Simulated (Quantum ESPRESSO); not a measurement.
# Au in Quantum ESPRESSO: the effect of target pressure

Au:

```
CELL_PARAMETERS angstrom
2.90000 0.00000 0.00000
-1.45000 2.51147 0.00000
0.00000 0.00000 4.88000
ATOMIC_POSITIONS crystal
Au 0.66667 0.33333 0.25000
Au 0.33333 0.66667 0.75000
```

This isn't the form of Au at room conditions, which is fcc.

Alike in all runs:

* Program: Quantum ESPRESSO 7.5
* Task: relaxation of cell and atoms
* Functional: PBEsol
* Potentials or basis: GBRV 1.5 PBEsol
* Cutoff: 707 eV
* Density cutoff: 5633 eV
* k mesh: 11 × 11 × 6
* Occupations: fermi-dirac, width 0.05 eV
* Spin: no spin polarisation

Each run relaxes the cell or the atoms first.

One run gave: relaxed volume 16.15 Å³/atom. Which target pressure did it use?
A. 5 GPa
B. 2 GPa
C. 10 GPa
D. 30 GPa
E. 0 GPa

C.

```csv
target pressure,relaxed volume (Å³/atom)
0 GPa,16.98
2 GPa,16.79
5 GPa,16.54
10 GPa,16.15
20 GPa,15.54
30 GPa,15.04
```

Caveats: the volume moved by over 15 % at a fixed basis, so the end points are rough (some runs).
